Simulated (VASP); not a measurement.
A run of VASP 6.6.1 is set up as follows.

Contents of INCAR:

```
SYSTEM = ZrN
ALGO     = Normal         ! electronic algorithm
DIPOL    = 0.5 0.5 0.500
EDIFF    = 1E-6           ! SCF threshold, eV
ENCUT    = 520            ! plane-wave cutoff, eV
GGA      = PE             ! functional
IDIPOL   = 3            
ISIF     = 2              ! what is computed and relaxed
ISMEAR   = 1              ! smearing method
IVDW     = 13             ! dispersion correction
LASPH    = .True.         ! aspherical terms in the spheres
LCHARG   = .False.        ! write CHGCAR
LDIPOL   = .True.       
LREAL    = .False.        ! projectors in reciprocal space
LWAVE    = .False.        ! write WAVECAR
NBANDS   = 54             ! bands
NELM     = 100            ! most SCF steps
PREC     = Accurate       ! precision mode
SIGMA    = 0.1            ! smearing width, eV
```

The input KPOINTS:

```
k-points
0
Gamma
  5 5 1
  0 0 0
```

POSCAR

```
ZrN
1.0
    3.2526911935      0.0000000000      0.0000000000
    0.0000000000      3.2526911935      0.0000000000
    0.0000000000      0.0000000000     23.2000000000
Zr N
5 5
Direct
    0.5000000000      0.5000000000      0.3017241379
    1.0000000000      1.0000000000      0.4008620690
    0.5000000000      0.5000000000      0.5000000000
    1.0000000000      1.0000000000      0.5991379310
    0.5000000000      0.5000000000      0.6982758621
    0.0000000000      0.0000000000      0.3017241379
    0.5000000000      0.5000000000      0.4008620690
    1.0000000000      1.0000000000      0.5000000000
    0.5000000000      0.5000000000      0.5991379310
    1.0000000000      1.0000000000      0.6982758621
```

Potentials or basis: VASP PAW PBE potentials, release 64 (Zr_sv, N).

Command:

```sh
$ cat potpaw_PBE.64/Zr_sv/POTCAR potpaw_PBE.64/N/POTCAR > POTCAR
$ mpirun -np 1 vasp_std > vasp.out
```

(1) Estimate the largest force.

(2) What does it give for the dispersion energy per atom?

(3) What does it give for the band gap on the k mesh?

Answers

(1) 1.964 eV/Å.

(2) -0.230 eV.

(3) none (metal or under the smearing width).

Caveat: the k mesh is coarse (spacing up to 0.39 Å⁻¹), so the values aren't converged.
